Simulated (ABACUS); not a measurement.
# Ag (Fm-3m) in ABACUS: equation of state

Aim: energy against volume of Ag in PBE, for its equilibrium volume and stiffness.

Everything below comes from runs of ABACUS 3.10.1. Logs are shortened: lines on timing, memory, paths and dates and some standing lists are left out, and cuts for length are marked.

## (1) The crystal as given

The structure is cubic, space group Fm-3m (No. 225). Conventional cell: a = 4.085 Å, b = 4.085 Å, c = 4.085 Å, α = 90.00°, β = 90.00°, γ = 90.00°. Ag (site symmetry m-3m) has 12 Ag at 2.89 Å as nearest neighbours.

## (2) Equation of state, PBE, 16.03 Å³/atom (volume scaled by 0.94)

INPUT

```
INPUT_PARAMETERS
suffix              Ag
calculation         scf
basis_type          pw
pseudo_dir          ./
symmetry            1
dft_functional      pbe
ecutwfc             82
pseudo_rcut         10
nspin               1
nbands              14
ks_solver           dav
smearing_method     fd
smearing_sigma      0.00367493
scf_thr             1e-08
scf_nmax            100
mixing_type         broyden
mixing_beta         0.7
cal_force           1
cal_stress          1
kpar                4
```

STRU

```
ATOMIC_SPECIES
Ag 107.8682 Ag.upf

LATTICE_CONSTANT
1.8897261246

LATTICE_VECTORS
0.0000000000 2.0010495236 2.0010495236
2.0010495236 0.0000000000 2.0010495236
2.0010495236 2.0010495236 0.0000000000

ATOMIC_POSITIONS
Direct

Ag
0.0
1
0.0000000000 0.0000000000 0.0000000000 1 1 1
```

KPT

```
K_POINTS
0
Gamma
11 11 11 0 0 0
```

Potentials or basis: PseudoDojo NC SR 0.4.1 PBE standard, plane waves.

Run with:

```console
$ OMP_NUM_THREADS=1 mpirun -np 4 abacus > log
```

running log:

```text
ABACUS v3.10.1

               Atomic-orbital Based Ab-initio Computation at UStc

 ------------------------------------------------------------------------------------

 READING GENERAL INFORMATION
                           global_out_dir = OUT.Ag/
                           global_in_card = INPUT
                               pseudo_dir = ./
                              orbital_dir =
                                    DSIZE = 4
                                    GSIZE = 1

 READING UNITCELL INFORMATION
                                    ntype = 1
                  lattice constant (Bohr) = 1.88973
              lattice constant (Angstrom) = 1

 READING ATOM TYPE 1
                               atom label = Ag
                      L=0, number of zeta = 1
                      L=1, number of zeta = 1
                      L=2, number of zeta = 1
             number of atom for this type = 1

                        TOTAL ATOM NUMBER = 1
DIRECT COORDINATES
    atom                   x                   y                   z     mag                  vx                  vy                  vz
taud_Ag1            0.0000000000        0.0000000000        0.0000000000  0.0000        0.0000000000        0.0000000000        0.0000000000

                          Volume (Bohr^3) = 108.143
                             Volume (A^3) = 16.0252

 Lattice vectors: (Cartesian coordinate: in unit of a_0)
                   +0            +2.00105            +2.00105
             +2.00105                  +0            +2.00105
             +2.00105            +2.00105                  +0
 Reciprocal vectors: (Cartesian coordinate: in unit of 2 pi/a_0)
            -0.249869           +0.249869           +0.249869
            +0.249869           -0.249869           +0.249869
            +0.249869           +0.249869           -0.249869
 The esolver type has been set to : ksdft_pw

                PAO radial cut off (Bohr) = 10

 Read in pseudopotential file is Ag.upf
                     pseudopotential type = NC
          exchange-correlation functional = PBE
                 nonlocal core correction = 1
                        valence electrons = 19
                                     lmax = 2
                           number of zeta = 4
                     number of projectors = 6
                           L of projector = 0
                           L of projector = 0
                           L of projector = 1
                           L of projector = 1
                           L of projector = 2
                           L of projector = 2
     initial pseudo atomic orbital number = 10

 SETUP THE ELECTRONS NUMBER
            electron number of element Ag = 19
      total electron number of element Ag = 19
            AUTOSET number of electrons:  = 19
                           occupied bands = 10
                                   NBANDS = 14
                                   NLOCAL = 9

%%%%%%%%%%%%%%%%%%%%%%%%%%%%%%%%%%%%%%%%%%%%%%%%%%%%%%%%%%%%%%%%%%%%%%%%%%%%%%%%%%%%%%%%%%%%%%%%%%%%%%%%%%
 Warning: the number of valence electrons in pseudopotential > 11 for Ag: [Kr] 4d10 5s1
 Pseudopotentials with additional electrons can yield (more) accurate outcomes, but may be less efficient.
 If you're confident that your chosen pseudopotential is appropriate, you can safely ignore this warning.
%%%%%%%%%%%%%%%%%%%%%%%%%%%%%%%%%%%%%%%%%%%%%%%%%%%%%%%%%%%%%%%%%%%%%%%%%%%%%%%%%%%%%%%%%%%%%%%%%%%%%%%%%%

 SETUP THE PLANE WAVE BASIS
 energy cutoff for charge/potential (unit:Ry) = 328
            fft grid for charge/potential = [ 32, 32, 32 ]
                        fft grid division = [ 1, 1, 1 ]
        big fft grid for charge/potential = [ 32, 32, 32 ]
                                     nbxx = 32768
                                     nrxx = 32768

 SETUP PLANE WAVES FOR CHARGE/POTENTIAL
                    number of plane waves = 10969
                         number of sticks = 649

 PARALLEL PW FOR CHARGE/POTENTIAL
     PROC   COLUMNS(POT)             PW
        1            649          10969
 --------------- sum -------------------
        1            649          10969
                            number of |g| = 161
                                  max |g| = 29.6564
                                  min |g| = 0

----------- Double Check Mixing Parameters Begin ------------
mixing_type: broyden
mixing_beta: 0.7
mixing_gg0: 1
mixing_gg0_min: 0.1
mixing_ndim: 8
----------- Double Check Mixing Parameters End ------------

 LATTICE VECTORS: (CARTESIAN COORDINATE: IN UNIT OF A0)
                   +0            +2.00105            +2.00105
[... 27 lines left out ...]
                                    nspin = 1
                   Input type of k points = Monkhorst-Pack(Gamma)
                                   nkstot = 1331
                       right hand lattice = 1
(for reciprocal lattice: )
                             BRAVAIS TYPE = 2
                     BRAVAIS LATTICE NAME = 02. Cubic I (body-centered)
                                    ibrav = 2
                       right hand lattice = 1
(for k-lattice: )
                             BRAVAIS TYPE = 2
                     BRAVAIS LATTICE NAME = 02. Cubic I (body-centered)
                                    ibrav = 2
                       right hand lattice = 1
                        ROTATION MATRICES = 48
                               nkstot_ibz = 56
K-POINTS REDUCTION ACCORDING TO SYMMETRY
     IBZ    DIRECT_X    DIRECT_Y    DIRECT_Z  WEIGHT  ibz2bz
       1  0.00000000  0.00000000  0.00000000  0.0008       0
       2  0.09090909  0.09090909  0.09090909  0.0060       1
       3  0.18181818  0.18181818  0.18181818  0.0060       2
       4  0.27272727  0.27272727  0.27272727  0.0060       3
       5  0.36363636  0.36363636  0.36363636  0.0060       4
       6  0.45454545  0.45454545  0.45454545  0.0060       5
[... 22 lines left out ...]
      29 -0.36363636  0.36363636  0.36363636  0.0180      40
      30 -0.45454545  0.27272727  0.27272727  0.0090      41
[... 26 further k points ...]

                               nkstot now = 56
[... K-POINTS DIRECT COORDINATES: 56 rows ...]

           k-point number in this process = 14
       minimum distributed K point number = 14
[... stars of the k points ...]

[... K-POINTS CARTESIAN COORDINATES: 14 rows ...]

[... K-POINTS DIRECT COORDINATES: 14 rows ...]

 SETUP PLANE WAVES FOR WAVE FUNCTIONS
     energy cutoff for wavefunc (unit:Ry) = 82
              fft grid for wave functions = [ 32, 32, 32 ]
                    number of plane waves = 1989
                         number of sticks = 211

 PARALLEL PW FOR WAVE FUNCTIONS
     PROC   COLUMNS(POT)             PW
        1            211           1989
 --------------- sum -------------------
        1            211           1989

 SETUP NONLOCAL PSEUDOPOTENTIALS IN PLANE WAVE BASIS
 Ag non-local projectors:
 projector 1 L=0
 projector 2 L=0
 projector 3 L=1
 projector 4 L=1
 projector 5 L=2
 projector 6 L=2
      TOTAL NUMBER OF NONLOCAL PROJECTORS = 18

 Init Non-Local PseudoPotential table :
 Init Non-Local-Pseudopotential done.

                                     npwx = 1375

 Make real space PAO into reciprocal space.
       max mesh points in Pseudopotential = 1001
     dq(describe PAO in reciprocal space) = 0.01
                                    max q = 1091

 number of pseudo atomic orbitals for Ag is 4
WARNING: norm of atomic wavefunction # 4 of atomic type Ag is 0.999773, renormalized

 -------------------------------------------
 SELF-CONSISTENT
 -------------------------------------------
                                 init_chg = atomic

 PW ALGORITHM --------------- ION=   1  ELEC=   1--------------------------------
 Notice: Threshold on eigenvalues was too large.
 hsover_error=0.19 > DRHO=0.0642453
 Origin diag ethr = 0.01
 New diag ethr = 0.000338133

 Density error is 0.064777411888
                          Error Threshold = 0.000338133266738
----------------------------------------------------------
     Energy           Rydberg                 eV
----------------------------------------------------------
 E_KohnSham     -310.0091400525      -4217.8907367938
 E_Harris       -313.5652612888      -4266.2742483863
 E_Fermi        1.4328349803         19.4947200257
----------------------------------------------------------
[... 51 lines left out ...]
 Density error is 9.99200746671e-09
                          Error Threshold = 1.44810527563e-08
----------------------------------------------------------
     Energy           Rydberg                 eV
----------------------------------------------------------
 E_KohnSham     -310.0334601657      -4218.2216289092
 E_KS(sigma->0) -310.0333934536      -4218.2207212451
 E_Harris       -310.0327369229      -4218.2117886864
 E_band         -15.3510767562       -208.8621143194
 E_one_elec     -113.1132705907      -1538.9849994500
 E_Hartree      68.2982786633        929.2457534128
 E_xc           -46.3682206319       -630.8720067149
 E_Ewald        -218.8501141822      -2977.6085608290
 E_entropy(-TS) -0.0001334241        -0.0018153281
 E_descf        0.0000000000         0.0000000000
 E_exx          0.0000000000         0.0000000000
 E_Fermi        1.4042891094         19.1063335279
----------------------------------------------------------

 charge density convergence is achieved
 final etot is -4218.2216289 eV
 EFERMI = 19.106333528 eV

 STATE ENERGY(eV) AND OCCUPATIONS    NSPIN == 1
 1/14 kpoint (Cartesian) = 0.0000 0.0000 0.0000 (1363 pws)
       1       -73.2810     0.00150263
       2       -36.6460     0.00150263
       3       -36.6460     0.00150263
       4       -36.6460     0.00150263
       5        10.6478     0.00150263
       6        13.8688     0.00150263
       7        13.8688     0.00150263
       8        13.8688     0.00150263
       9        15.0273     0.00150263
      10        15.0273     0.00150263
      11        35.2359        0.00000
      12        39.1436        0.00000
      13        39.1436        0.00000
      14        39.1436        0.00000
[... 66 lines left out ...]
       1       -73.2580      0.0120210
       2       -36.8503      0.0120210
       3       -36.6767      0.0120210
       4       -36.6767      0.0120210
       5        12.1109      0.0120210
       6        13.8538      0.0120210
       7        13.8538      0.0120210
       8        15.8792      0.0120210
       9        15.8792      0.0120210
      10        17.8964      0.0120210
      11        23.3914    7.24441e-40
      12        34.5041        0.00000
      13        37.6296        0.00000
      14        37.6296        0.00000

[... levels at 8 further k points ...]

------------------------------------------------------------------------------------------
 TOTAL-FORCE (eV/Angstrom)
------------------------------------------------------------------------------------------
                       Ag1         0.0000000000         0.0000000000         0.0000000000
------------------------------------------------------------------------------------------

----------------------------------------------------------------
 TOTAL-STRESS (KBAR)
----------------------------------------------------------------
       129.5627983194         0.0000000000         0.0000000000
        -0.0000000000       129.5627983194         0.0000000000
        -0.0000000000         0.0000000000       129.5627983194
----------------------------------------------------------------
 TOTAL-PRESSURE: 129.562798 KBAR

 --------------------------------------------
 !FINAL_ETOT_IS -4218.2216289091602448 eV
 --------------------------------------------
```

It took 1.8 s on 4 MPI ranks of Intel Xeon 6975P-C (Granite Rapids), shared host; peak memory 0.24 GiB.

What came out:

* Free energy: -4218.2216 eV
* Pressure: 13.0 GPa
* Band gap on the k mesh: none (metal or under the smearing width)

## (3) Equation of state, PBE, 16.37 Å³/atom (volume scaled by 0.96)

INPUT is that of step 2.

STRU

```
ATOMIC_SPECIES
Ag 107.8682 Ag.upf

LATTICE_CONSTANT
1.8897261246

LATTICE_VECTORS
0.0000000000 2.0151418859 2.0151418859
2.0151418859 0.0000000000 2.0151418859
2.0151418859 2.0151418859 0.0000000000

ATOMIC_POSITIONS
Direct

Ag
0.0
1
0.0000000000 0.0000000000 0.0000000000 1 1 1
```

KPT is that of step 2.

Potentials or basis: PseudoDojo NC SR 0.4.1 PBE standard, plane waves.

Run with:

```console
$ OMP_NUM_THREADS=1 mpirun -np 4 abacus > log
```

Wall time 1.8 s (4 MPI ranks of Intel Xeon 6975P-C (Granite Rapids), shared host); peak memory 0.24 GiB.

The run converged. Its results:

```
Free energy            : -4218.2459 eV
Pressure               : 9.7 GPa
Band gap on the k mesh : none (metal or under the smearing width)
```

## (4) Equation of state, PBE, 16.71 Å³/atom (volume scaled by 0.98)

INPUT is that of step 3.

STRU

```
ATOMIC_SPECIES
Ag 107.8682 Ag.upf

LATTICE_CONSTANT
1.8897261246

LATTICE_VECTORS
0.0000000000 2.0290398554 2.0290398554
2.0290398554 0.0000000000 2.0290398554
2.0290398554 2.0290398554 0.0000000000

ATOMIC_POSITIONS
Direct

Ag
0.0
1
0.0000000000 0.0000000000 0.0000000000 1 1 1
```

KPT is that of step 3.

Run with:

```console
$ OMP_NUM_THREADS=1 mpirun -np 4 abacus > log
```

Wall time 2 s (4 MPI ranks of Intel Xeon 6975P-C (Granite Rapids), shared host); peak memory 0.24 GiB.

Results (log left out):

```yaml
Free_energy: -4218.2636 eV
Pressure: 6.8 GPa
Band_gap_on_the_k_mesh: none (metal or under the smearing width)
```

## (5) Equation of state, PBE, 17.05 Å³/atom

INPUT is that of step 4.

STRU

```
ATOMIC_SPECIES
Ag 107.8682 Ag.upf

LATTICE_CONSTANT
1.8897261246

LATTICE_VECTORS
0.0000000000 2.0427500000 2.0427500000
2.0427500000 0.0000000000 2.0427500000
2.0427500000 2.0427500000 0.0000000000

ATOMIC_POSITIONS
Direct

Ag
0.0
1
0.0000000000 0.0000000000 0.0000000000 1 1 1
```

KPT is that of step 4.

Run with:

```console
$ OMP_NUM_THREADS=1 mpirun -np 4 abacus > log
```

Wall time 2.1 s (4 MPI ranks of Intel Xeon 6975P-C (Granite Rapids), shared host); peak memory 0.24 GiB.

Results (log left out):

```yaml
Free_energy: -4218.2757 eV
Pressure: 4.3 GPa
Band_gap_on_the_k_mesh: none (metal or under the smearing width)
```

## (6) Equation of state, PBE, 17.39 Å³/atom (volume scaled by 1.02)

INPUT is that of step 5.

STRU

```
ATOMIC_SPECIES
Ag 107.8682 Ag.upf

LATTICE_CONSTANT
1.8897261246

LATTICE_VECTORS
0.0000000000 2.0562785400 2.0562785400
2.0562785400 0.0000000000 2.0562785400
2.0562785400 2.0562785400 0.0000000000

ATOMIC_POSITIONS
Direct

Ag
0.0
1
0.0000000000 0.0000000000 0.0000000000 1 1 1
```

KPT is that of step 5.

Potentials or basis: PseudoDojo NC SR 0.4.1 PBE standard, plane waves.

Run with:

```console
$ OMP_NUM_THREADS=1 mpirun -np 4 abacus > log
```

Wall time 2.1 s (4 MPI ranks of Intel Xeon 6975P-C (Granite Rapids), shared host); peak memory 0.24 GiB.

Results (log left out):

```yaml
Free_energy: -4218.2828 eV
Pressure: 2.1 GPa
Band_gap_on_the_k_mesh: none (metal or under the smearing width)
```

## (7) Equation of state, PBE, 17.73 Å³/atom (volume scaled by 1.04)

INPUT is that of step 6.

STRU

```
ATOMIC_SPECIES
Ag 107.8682 Ag.upf

LATTICE_CONSTANT
1.8897261246

LATTICE_VECTORS
0.0000000000 2.0696313722 2.0696313722
2.0696313722 0.0000000000 2.0696313722
2.0696313722 2.0696313722 0.0000000000

ATOMIC_POSITIONS
Direct

Ag
0.0
1
0.0000000000 0.0000000000 0.0000000000 1 1 1
```

KPT is that of step 6.

Run with:

```console
$ OMP_NUM_THREADS=1 mpirun -np 4 abacus > log
```

Wall time 2.1 s (4 MPI ranks of Intel Xeon 6975P-C (Granite Rapids), shared host); peak memory 0.24 GiB.

The run converged. Its results:

```
Free energy            : -4218.2856 eV
Pressure               : 0.2 GPa
Band gap on the k mesh : none (metal or under the smearing width)
```

## (8) Equation of state, PBE, 18.07 Å³/atom (volume scaled by 1.06)

INPUT is that of step 7.

STRU

```
ATOMIC_SPECIES
Ag 107.8682 Ag.upf

LATTICE_CONSTANT
1.8897261246

LATTICE_VECTORS
0.0000000000 2.0828140930 2.0828140930
2.0828140930 0.0000000000 2.0828140930
2.0828140930 2.0828140930 0.0000000000

ATOMIC_POSITIONS
Direct

Ag
0.0
1
0.0000000000 0.0000000000 0.0000000000 1 1 1
```

KPT is that of step 7.

Run with:

```console
$ OMP_NUM_THREADS=1 mpirun -np 4 abacus > log
```

Wall time 4.4 s (4 MPI ranks of Intel Xeon 6975P-C (Granite Rapids), shared host); peak memory 0.28 GiB.

Results (log left out):

| Property | Result |
| --- | --- |
| Free energy | -4218.2847 eV |
| Pressure | -1.4 GPa |
| Band gap on the k mesh | none (metal or under the smearing width) |

## (9) Equation of state, PBE

Potentials or basis: PseudoDojo NC SR 0.4.1 PBE standard, plane waves.

This step only gathers the single runs of the series.

Results:

- Equilibrium volume: 17.81 Å³/atom
- Bulk modulus: 90 GPa
- Pressure derivative of the bulk modulus: 6.2

Energy against volume, from the lowest point:
| volume (Å³/atom) | energy (meV/atom) |
| --- | --- |
| 16.025 | 63.99 |
| 16.366 | 39.75 |
| 16.707 | 21.99 |
| 17.048 | 9.90 |
| 17.389 | 2.78 |
| 17.730 | 0.00 |
| 18.071 | 0.97 |
